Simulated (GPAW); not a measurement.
TiSe: changing the Hubbard U on Ti d

```cif
data_structure
_symmetry_space_group_name_H-M 'P4/nmm:1'
_symmetry_Int_Tables_number 129
_cell_length_a 4.1784
_cell_length_b 4.1784
_cell_length_c 5.9844
_cell_angle_alpha 90.000
_cell_angle_beta 90.000
_cell_angle_gamma 90.000
_cell_volume 104.48
loop_
_atom_site_label
_atom_site_type_symbol
_atom_site_symmetry_multiplicity
_atom_site_Wyckoff_symbol
_atom_site_fract_x
_atom_site_fract_y
_atom_site_fract_z
_atom_site_occupancy
Se1 Se 2 c 0.00000 0.50000 0.76056 1
Ti1 Ti 2 a 0.00000 0.00000 0.00000 1
```

The cell comes from a database or a generator and needn't be the stable form of this composition.

Kept alike: task band structure; functional PBEsol; k mesh 6 × 6 × 4; occupations fermi-dirac, width 0.05 eV; no spin polarisation. Program: GPAW, PAW data sets generated for this functional, cutoff 600 eV. The mesh is that of the run's cell of 4 atoms. No spin-orbit coupling.

| Hubbard U on Ti d, U (eV) | band gap (eV) | pressure (GPa) |
| --- | --- | --- |
| 0 | 0.05 or less | -2.89 |
| 1 | 0.05 or less | -2.43 |
| 2 | 0.05 or less | -1.91 |
| 3 | 0.05 or less | -1.29 |
| 4 | 0.05 or less | -0.49 |
| 6 | 0.05 or less | 5.05 |
| 8 | 1.047 | 13.84 |

Pressure is positive in compression; the values hold the error of the finite cutoff, so their zero can differ a little from the energy's minimum. U acts here on a shell without spin polarisation. Spin-orbit coupling, left out here, moves the band edges of heavy atoms and can close or invert small gaps. How U acts hangs on the program's projectors. Gaps are the smaller of the mesh's and the band path's.

The band gap rises from 0.05 or less to 1.047 eV between 0 and 8 eV. U pushes filled shell states down and empty ones up. Its step between 6 and 8 is the steepest for its width, which can mark a change of electronic state. The pressure rises from -2.89 to 13.84 GPa between 0 and 8 eV. Its step between 6 and 8 is the steepest for its width, which can mark a change of electronic state.
